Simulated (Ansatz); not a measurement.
The system is SnO2 (Cassiterite).

```
Sn O
1.0
     4.73800    0.00000    0.00000
     0.00000    4.73800    0.00000
     0.00000    0.00000    3.18650
Sn O
2 4
Cartesian
  2.3690 2.3690 1.5933
  0.0000 0.0000 0.0000
  3.8240 0.9140 1.5933
  3.2830 3.2830 0.0000
  0.9140 3.8240 1.5933
  1.4550 1.4550 0.0000
```

```yaml
Program: Ansatz 0.2.0
Task: relaxation of cell and atoms
Functional: RPBE
Dispersion: D4
Potentials_or_basis: Ansatz PAW
Cutoff: "420 eV (not typed: the program's choice for these potentials)"
k_mesh: 6 × 6 × 8
Occupations: fermi-dirac, width 0.05 eV
Spin: no spin polarisation
```

At the start: volume 11.92 Å³/atom.

Where does the relaxation end?

It ends after 8 steps and the volume is 12.32 Å³/atom (+3.3 %); space group P4_2/mnm (No. 136, to 0.05 Å).

The path:
```tsv
step	energy change (eV)	largest force (eV/Å)	volume (Å³)
1	0.0000	0.3208	71.53
2	-0.0470	0.0655	73.79
3	-0.0476	0.0615	73.88
4	-0.0483	0.0148	73.81
5	-0.0483	0.0000	73.83
6	-0.0607	0.0002	73.83
7	-0.0603	0.0003	73.92
8	-0.0608	0.0004	73.92
```

Final structure:
```
Sn O
1.0
     4.77942    0.00000    0.00000
     0.00000    4.77942    0.00000
     0.00000    0.00000    3.23619
Sn O
2 4
Direct
  0.50000 0.50000 0.50000
  0.00000 0.00000 0.00000
  0.80598 0.19402 0.50000
  0.69402 0.69402 0.00000
  0.19402 0.80598 0.50000
  0.30598 0.30598 0.00000
```

Caveat: the plane-wave basis is chosen anew once the cell has moved, so the energies of steps on either side of that aren't comparable; the pressure holds a Pulay correction of +0.7 GPa for the finite cutoff; the PAW data sets come from PBE, with cores solved anew for the run's functional, which leaves a small shift of forces and pressure.
